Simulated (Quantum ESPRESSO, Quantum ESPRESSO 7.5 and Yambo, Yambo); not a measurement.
# As (buckled honeycomb monolayer): G0W0 with Yambo, start to end

Wanted: ground state, empty states, screening and self-energy for As (buckled honeycomb monolayer).

Method: PBE and many-body steps on it, plane waves, in Quantum ESPRESSO 7.5 and Yambo 5.3.0.

## 1. Starting point

The cell holds 2 atoms: 2 As. Its edges and angles: a = 3.611 Å, b = 3.611 Å, c = 14.000 Å, α = 90.0°, β = 90.0°, γ = 120.0°. Vacuum lies along c.

Structure file:

```cif
data_structure
_symmetry_space_group_name_H-M 'P 1'
_symmetry_Int_Tables_number 1
_cell_length_a 3.6113
_cell_length_b 3.6113
_cell_length_c 14.0000
_cell_angle_alpha 90.000
_cell_angle_beta 90.000
_cell_angle_gamma 120.000
_cell_volume 158.12
loop_
_atom_site_label
_atom_site_type_symbol
_atom_site_fract_x
_atom_site_fract_y
_atom_site_fract_z
_atom_site_occupancy
As1 As 0.33333 0.66667 0.45035 1
As2 As 0.66667 0.33333 0.54965 1
```

The structure was relaxed with PBE. The runs that relaxed it are not among those shown.

## 2. Ground state

This step: Quantum ESPRESSO 7.5; DFT, PBE, plane waves, norm-conserving pseudopotentials.

The ground-state density comes first.

pw.in reads:

```
&control
  calculation = 'scf'
  prefix = 'x'
  outdir = 'o'
  pseudo_dir = 'pseudo'
/
&system
  ibrav = 0
  nat = 2
  ntyp = 1
  ecutwfc = 100.0
  nbnd = 28
  force_symmorphic = .true.
/
&electrons
  conv_thr = 1e-10
  electron_maxstep = 80
  mixing_beta = 0.5
/
ATOMIC_SPECIES
  As 74.922 As.upf
CELL_PARAMETERS angstrom
  3.6112698141 -0.0000000000 0.0000000000
  -1.8056349070 3.1274513989 0.0000000000
  0.0000000000 0.0000000000 14.0000000000
ATOMIC_POSITIONS crystal
  As 0.3333333333 0.6666666667 0.4503483115
  As 0.6666666667 0.3333333333 0.5496516885
K_POINTS automatic
  12 12 1 0 0 0
```

Command:

```bash
> OMP_NUM_THREADS=1 mpirun -n 8 pw.x -nk 8 -in pw.in > pw.out
```

The log of the run:

```text
Program PWSCF v.7.5 starts

     This program is part of the open-source Quantum ESPRESSO suite
     for quantum simulation of materials; please cite
         "P. Giannozzi et al., J. Phys.:Condens. Matter 21 395502 (2009);
         "P. Giannozzi et al., J. Phys.:Condens. Matter 29 465901 (2017);
         "P. Giannozzi et al., J. Chem. Phys. 152 154105 (2020);
     in publications or presentations arising from this work. More details at
     Message from routine setup:
     using ibrav=0 with symmetry is DISCOURAGED, use correct ibrav instead

     G-vector sticks info

     bravais-lattice index     =            0
     lattice parameter (alat)  =       6.8243  a.u.
     unit-cell volume          =    1067.0263 (a.u.)^3
     number of atoms/cell      =            2
     number of atomic types    =            1
     number of electrons       =        46.00
     number of Kohn-Sham states=           28
     kinetic-energy cutoff     =     100.0000  Ry
     charge density cutoff     =     400.0000  Ry
     scf convergence threshold =      1.0E-10
     mixing beta               =       0.5000
     number of iterations used =            8  plain     mixing
     Exchange-correlation= PBE
                           (   1   4   3   4   0   0   0)

     celldm(1)=   6.824311  celldm(2)=   0.000000  celldm(3)=   0.000000
     celldm(4)=   0.000000  celldm(5)=   0.000000  celldm(6)=   0.000000

     crystal axes: (cart. coord. in units of alat)
               a(1) = (   1.000000  -0.000000   0.000000 )
               a(2) = (  -0.500000   0.866025   0.000000 )
               a(3) = (   0.000000   0.000000   3.876753 )

     reciprocal axes: (cart. coord. in units 2 pi/alat)
               b(1) = (  1.000000  0.577350 -0.000000 )
               b(2) = (  0.000000  1.154701 -0.000000 )
               b(3) = ( -0.000000 -0.000000  0.257948 )
     Pseudo is Norm-conserving + core correction, Zval = 23.0
     Generated using ONCVPSP code by D. R. Hamann
     Using radial grid of 1358 points,  6 beta functions with:
     As               23.00    74.92200     As( 1.00)

     12 Sym. Ops., with inversion, found

   Cartesian axes

     site n.     atom                  positions (alat units)
         1        As     tau(   1) = (  -0.0000000   0.5773503   1.7458890  )
         2        As     tau(   2) = (   0.5000000   0.2886751   2.1308637  )

     number of k points=    19
                       cart. coord. in units 2pi/alat
        k(    1) = (   0.0000000   0.0000000   0.0000000), wk =   0.0138889
        k(    2) = (   0.0000000   0.0962250   0.0000000), wk =   0.0833333
        k(    3) = (   0.0000000   0.1924501   0.0000000), wk =   0.0833333
        k(    4) = (   0.0000000   0.2886751   0.0000000), wk =   0.0833333
        k(    5) = (   0.0000000   0.3849002   0.0000000), wk =   0.0833333
        k(    6) = (   0.0000000   0.4811252   0.0000000), wk =   0.0833333
        k(    7) = (   0.0000000  -0.5773503   0.0000000), wk =   0.0416667
        k(    8) = (   0.0833333   0.1443376   0.0000000), wk =   0.0833333
        k(    9) = (   0.0833333   0.2405626   0.0000000), wk =   0.1666667
        k(   10) = (   0.0833333   0.3367877   0.0000000), wk =   0.1666667
     [... 7 further rows ...]
        k(   18) = (   0.2500000   0.5292377   0.0000000), wk =   0.1666667
        k(   19) = (   0.3333333   0.5773503   0.0000000), wk =   0.0277778

     Dense  grid:   144181 G-vectors     FFT dimensions: (  45,  45, 180)

     Initial potential from superposition of free atoms

     starting charge      45.9995, renormalised to      46.0000
     Starting wfcs are   26 randomized atomic wfcs +    2 random wfcs

     per-process dynamical memory:   103.4 Mb

     Self-consistent Calculation

     iteration #  1     ecut=   100.00 Ry     beta= 0.50

     Threshold (ethr) on eigenvalues was too large:
     Diagonalizing with lowered threshold

     total energy              =   -1221.02029920 Ry
     estimated scf accuracy    <       0.02090100 Ry

     iteration #  2     ecut=   100.00 Ry     beta= 0.50

     total energy              =   -1221.02048189 Ry
     estimated scf accuracy    <       0.00369591 Ry

     iteration #  3     ecut=   100.00 Ry     beta= 0.50

     total energy              =   -1221.02065685 Ry
     estimated scf accuracy    <       0.00007853 Ry

     iteration #  4     ecut=   100.00 Ry     beta= 0.50

     total energy              =   -1221.02066274 Ry
     estimated scf accuracy    <       0.00000731 Ry

     iteration #  5     ecut=   100.00 Ry     beta= 0.50

     total energy              =   -1221.02066348 Ry
     estimated scf accuracy    <       0.00000016 Ry

     iteration #  6     ecut=   100.00 Ry     beta= 0.50

     total energy              =   -1221.02066351 Ry
     estimated scf accuracy    <       0.00000002 Ry

     iteration #  7     ecut=   100.00 Ry     beta= 0.50

     total energy              =   -1221.02066352 Ry
     estimated scf accuracy    <          6.9E-10 Ry

     iteration #  8     ecut=   100.00 Ry     beta= 0.50

     total energy              =   -1221.02066352 Ry
     estimated scf accuracy    <          1.4E-10 Ry

     iteration #  9     ecut=   100.00 Ry     beta= 0.50

     End of self-consistent calculation

          k = 0.0000 0.0000 0.0000 ( 18001 PWs)   bands (ev):

  -185.6156-185.6150-129.0136-129.0136-129.0112-129.0112-128.9556-128.9535
   -36.0724 -36.0724 -36.0393 -36.0393 -35.9786 -35.9637 -35.9637 -35.9205
   -35.9088 -35.9088 -14.3315  -8.0643  -1.4310  -0.9090  -0.9090   1.0392
     2.5909   2.5909   3.6642   3.9630

          k = 0.0000 0.0962 0.0000 ( 17967 PWs)   bands (ev):

  -185.6156-185.6150-129.0136-129.0136-129.0112-129.0112-128.9555-128.9536
   -36.0724 -36.0707 -36.0387 -36.0376 -35.9790 -35.9647 -35.9629 -35.9216
   -35.9106 -35.9089 -14.2398  -8.0534  -1.7899  -1.3879  -1.1128   1.6568
     2.4756   2.7994   3.7775   4.0984

          k = 0.0000 0.1925 0.0000 ( 17989 PWs)   bands (ev):

  -185.6155-185.6151-129.0136-129.0135-129.0113-129.0112-128.9554-128.9537
   -36.0722 -36.0658 -36.0366 -36.0330 -35.9799 -35.9678 -35.9608 -35.9255
   -35.9150 -35.9092 -13.9675  -8.0679  -3.0918  -1.5658  -1.2975   1.3573
     3.1454   3.2110   4.0967   4.4631

          k = 0.0000 0.2887 0.0000 ( 18001 PWs)   bands (ev):

     [... further k-points ...]

     highest occupied, lowest unoccupied level (ev):    -0.9090    0.7366

!    total energy              =   -1221.02066352 Ry
     estimated scf accuracy    <          3.3E-12 Ry

     The total energy is the sum of the following terms:
     one-electron contribution =   -2893.35697663 Ry
     hartree contribution      =    1397.79642297 Ry
     xc contribution           =    -110.50593699 Ry
     ewald contribution        =     385.04582713 Ry

     convergence has been achieved in   9 iterations

     XML data file, charge density, pseudopotentials, collected wavefunctions

=------------------------------------------------------------------------------=
   JOB DONE.
=------------------------------------------------------------------------------=
```

Elapsed: 28 s, on 8 MPI ranks of Arm Neoverse V2, shared host; peak memory 1.4 GiB; 3.7 min of CPU time.

This step gave:

```yaml
total_energy: -16612.8324 eV
gap: 1.646 eV
k_of_the_valence_top: 0, 0, 0
k_of_the_conduction_bottom: 0, 0.3333, 0
least_direct_gap: 1.948 eV
```

The gap is indirect, with the least direct gap 0.30 eV higher.

## 3. Bands along the symmetry lines

The cheap functional maps the bands first; the places of the edges decide which points the dearer methods must see.

pw.in reads:

```
&control
  calculation = 'bands'
  prefix = 'x'
  outdir = 'o'
  pseudo_dir = 'pseudo'
/
&system
  ibrav = 0
  nat = 2
  ntyp = 1
  ecutwfc = 100.0
  nbnd = 29
  force_symmorphic = .true.
/
&electrons
  conv_thr = 1e-9
  electron_maxstep = 80
  diago_full_acc = .true.
  diago_thr_init = 5e-6
/
ATOMIC_SPECIES
  As 74.922 As.upf
CELL_PARAMETERS angstrom
  3.6112698141 -0.0000000000 0.0000000000
  -1.8056349070 3.1274513989 0.0000000000
  0.0000000000 0.0000000000 14.0000000000
ATOMIC_POSITIONS crystal
  As 0.3333333333 0.6666666667 0.4503483115
  As 0.6666666667 0.3333333333 0.5496516885
K_POINTS crystal
  25
  0.00000000 0.00000000 0.00000000 1
  0.06250000 0.00000000 0.00000000 1
  0.12500000 0.00000000 0.00000000 1
  0.18750000 0.00000000 0.00000000 1
  0.25000000 0.00000000 0.00000000 1
  0.31250000 0.00000000 0.00000000 1
  0.37500000 0.00000000 0.00000000 1
  0.43750000 0.00000000 0.00000000 1
  0.50000000 0.00000000 0.00000000 1
  0.47916667 0.04166667 0.00000000 1
  0.45833333 0.08333333 0.00000000 1
  0.43750000 0.12500000 0.00000000 1
  0.41666666 0.16666666 0.00000000 1
  0.39583333 0.20833333 0.00000000 1
  0.37500000 0.25000000 0.00000000 1
  0.35416666 0.29166666 0.00000000 1
  0.33333333 0.33333333 0.00000000 1
  0.29166666 0.29166666 0.00000000 1
  0.25000000 0.25000000 0.00000000 1
  0.20833333 0.20833333 0.00000000 1
  0.16666666 0.16666666 0.00000000 1
  0.12500000 0.12500000 0.00000000 1
  0.08333333 0.08333333 0.00000000 1
  0.04166667 0.04166667 0.00000000 1
  0.00000000 0.00000000 0.00000000 1
```

The log of the run:

```text
[banner, memory and clock lines left out]
Program PWSCF v.7.5 starts

     Atomic positions and unit cell read from directory:
     o/x.save/

     Message from routine setup:
     using ibrav=0 with symmetry is DISCOURAGED, use correct ibrav instead

     G-vector sticks info

     bravais-lattice index     =            0
     lattice parameter (alat)  =       6.8243  a.u.
     unit-cell volume          =    1067.0263 (a.u.)^3
     number of atoms/cell      =            2
     number of atomic types    =            1
     number of electrons       =        46.00
     number of Kohn-Sham states=           29
     kinetic-energy cutoff     =     100.0000  Ry
     charge density cutoff     =     400.0000  Ry
     Exchange-correlation= PBE
                           (   1   4   3   4   0   0   0)

     celldm(1)=   6.824311  celldm(2)=   0.000000  celldm(3)=   0.000000
     celldm(4)=   0.000000  celldm(5)=   0.000000  celldm(6)=   0.000000

     crystal axes: (cart. coord. in units of alat)
               a(1) = (   1.000000  -0.000000   0.000000 )
               a(2) = (  -0.500000   0.866025   0.000000 )
               a(3) = (   0.000000   0.000000   3.876753 )

     reciprocal axes: (cart. coord. in units 2 pi/alat)
               b(1) = (  1.000000  0.577350 -0.000000 )
               b(2) = (  0.000000  1.154701 -0.000000 )
               b(3) = ( -0.000000 -0.000000  0.257948 )
     Pseudo is Norm-conserving + core correction, Zval = 23.0
     Generated using ONCVPSP code by D. R. Hamann
     Using radial grid of 1358 points,  6 beta functions with:
     As               23.00    74.92200     As( 1.00)

     12 Sym. Ops., with inversion, found

   Cartesian axes

     site n.     atom                  positions (alat units)
         1        As     tau(   1) = (  -0.0000000   0.5773503   1.7458890  )
         2        As     tau(   2) = (   0.5000000   0.2886751   2.1308637  )

     number of k points=    25
                       cart. coord. in units 2pi/alat
        k(    1) = (   0.0000000   0.0000000   0.0000000), wk =   0.0800000
        k(    2) = (   0.0625000   0.0360844   0.0000000), wk =   0.0800000
        k(    3) = (   0.1250000   0.0721688   0.0000000), wk =   0.0800000
[...]
[... 13 further rows ...]
        k(   24) = (   0.0416667   0.0721688   0.0000000), wk =   0.0800000
        k(   25) = (   0.0000000   0.0000000   0.0000000), wk =   0.0800000

     Dense  grid:   144181 G-vectors     FFT dimensions: (  45,  45, 180)

     The potential is recalculated from file :
     o/x.save/charge-density

     Starting wfcs are   26 randomized atomic wfcs +    3 random wfcs

     Band Structure Calculation

     End of band structure calculation

          k = 0.0000 0.0000 0.0000 ( 18001 PWs)   bands (ev):

  -185.6156-185.6150-129.0136-129.0136-129.0112-129.0112-128.9556-128.9535
   -36.0724 -36.0724 -36.0393 -36.0393 -35.9786 -35.9637 -35.9637 -35.9205
   -35.9088 -35.9088 -14.3315  -8.0643  -1.4310  -0.9090  -0.9090   1.0392
     2.5909   2.5909   3.6642   3.9630   5.6607

          k = 0.0625 0.0361 0.0000 ( 17973 PWs)   bands (ev):

  -185.6156-185.6150-129.0136-129.0136-129.0112-129.0112-128.9556-128.9536
   -36.0724 -36.0714 -36.0389 -36.0384 -35.9788 -35.9643 -35.9632 -35.9211
[...]
2.4820   2.7140   3.7291   4.0390   5.7178

          k = 0.1250 0.0722 0.0000 ( 17969 PWs)   bands (ev):

  -185.6156-185.6150-129.0136-129.0135-129.0113-129.0112-128.9555-128.9536
[...]
2.7527   3.0028   3.9120   4.2645   5.8474

[...]
k = 0.0417 0.0722 0.0000 ( 17975 PWs)   bands (ev):

  -185.6156-185.6150-129.0136-129.0136-129.0112-129.0112-128.9555-128.9536
[...]
2.4158   2.7827   3.7499   4.0647   5.7345

          k = 0.0000 0.0000 0.0000 ( 18001 PWs)   bands (ev):

  -185.6156-185.6150-129.0136-129.0136-129.0112-129.0112-128.9556-128.9535
   -36.0724 -36.0724 -36.0393 -36.0393 -35.9786 -35.9637 -35.9637 -35.9205
   -35.9088 -35.9088 -14.3315  -8.0643  -1.4310  -0.9090  -0.9090   1.0392
     2.5909   2.5909   3.6642   3.9630   5.6607

     XML data file, pseudopotentials, collected wavefunctions
```

Run time: 10 s. Hardware: 8 MPI ranks; peak memory 1.1 GiB; 80 s of CPU time.

Numbers from this step:

| Quantity | Value |
| --- | --- |
| gap | 1.630 eV |
| k of the valence top | 0, 0, 0 |
| k of the conduction bottom | 0.3125, 0, 0 |
| least direct gap | 1.948 eV |

The gap is 1.630 eV, −0.015 eV from the run before at this level.

The electronic bands at the labelled points (eV, zero at the top of the highest filled band):

| point | band 20 | band 21 | band 22 | band 23 | band 24 | band 25 | band 26 | band 27 |
| --- | --- | --- | --- | --- | --- | --- | --- | --- |
| Γ | -7.16 | -0.52 | 0.00 | 0.00 | 1.95 | 3.50 | 3.50 | 4.57 |
| halfway | -7.35 | -3.17 | -1.14 | -0.41 | 1.75 | 4.31 | 4.42 | 5.53 |
| M | -9.08 | -3.38 | -1.86 | -1.54 | 2.00 | 3.18 | 4.52 | 6.29 |
| halfway | -9.22 | -3.72 | -2.43 | -1.55 | 2.70 | 3.66 | 4.20 | 6.82 |
| K | -9.91 | -4.32 | -1.96 | -1.96 | 2.04 | 4.59 | 4.59 | 8.05 |
| halfway | -7.52 | -3.17 | -2.23 | -0.39 | 2.80 | 3.49 | 4.72 | 5.81 |
| Γ | -7.16 | -0.52 | 0.00 | 0.00 | 1.95 | 3.50 | 3.50 | 4.57 |

The electronic bands as a text plot (rows in eV, shown from -8.0 to 4.9 only):

```
    4.6 |++++++   +++++++++++++++     ++++++++   +++++++++   ++++
    4.1 |    ++++++++++          ++++++    +++            +++
    3.5 |++++++        +++++       +          +++   ++++++   ++++
    3.0 |                   +++++++              ++++++++++++
    2.5 | +++++                 +  ++++    ++++++            +++
    1.9 |+     ++++++  +++++++++       ++++                     +
    1.4 |            ++
    0.8 |
    0.3 |
   -0.2 |************                               *************
   -0.8 |****  ***   *****                       ***      *******
   -1.3 |    **   *****   **********       ******      ***
   -1.8 |              *********    *******               ***
   -2.4 |      ***              *********  ***      ***
   -2.9 |         ***                         ************
   -3.4 |            **************           ******
   -4.0 |                          ****    ***
   -4.5 |                              ****
   -5.1 |
   -5.6 |
   -6.1 |
   -6.7 |
   -7.2 |************                                  **********
   -7.7 |            **                             ***
         Γ                   M           K                      Γ
```

[end of part 1 of 3]

[Paths, hosts, dates, memory and timing lines, banners, echoed tables and standing remarks are left out of the program output.]

[Logs are printed without paths, hosts, clocks, repeated set-up lines and the standing remarks that a program may print on its own settings, such as how far it seeks lower states.]

[Runs of the session that timed out or met a known fault of the program may be left out.]

[Hosts, paths, dates, database ids (printed as entryN), source tags and the programs' standing remarks are cut or masked in the printed files.]
